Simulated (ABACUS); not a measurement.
**Os under changes of volume**

One of the cells (14.716 Å³/atom); the others are scaled copies at fixed shape and fractional positions:

```
Os
1.0
     0.00000    1.94500    1.94500
     1.94500    0.00000    1.94500
     1.94500    1.94500    0.00000
Os
1
Direct
  0.00000 0.00000 0.00000
```

This isn't the form of Os at room conditions, which is hcp.

```yaml
Program: ABACUS 3.10.1
Functional: PBE
Potentials_or_basis: PseudoDojo NC SR 0.4.1 PBE standard
Cutoff: 1007 eV
Density_cutoff: 4027 eV
Basis: plane waves
k_mesh: 12 × 12 × 12
Occupations: fermi-dirac, width 0.05 eV
Spin: no spin polarisation
```

```csv
volume (Å³/atom),energy over the lowest point (meV/atom),pressure (GPa)
13.833,18.40,14.0
14.127,1.26,4.9
14.422,0.00,-3.3
14.716,12.84,-10.5
15.010,?,?
15.305,74.62,-22.6
15.599,120.86,-27.6
```

Task: What does the run at 15.010 Å³/atom give?

Result: Energy over the lowest point 38.18 meV/atom; pressure -16.9 GPa.

Worked out: A Birch-Murnaghan fit of order 3 (a polynomial in V^(-2/3)) to the other rows has its minimum at 14.30 Å³/atom with B0 = V·E''(V) = 391 GPa and B' = 4.8. It gives 38.12 meV/atom at 15.010 Å³/atom, against the run's 38.18, and -dE/dV = -16.9 GPa, against -16.9.

Energies are extrapolated to zero smearing.
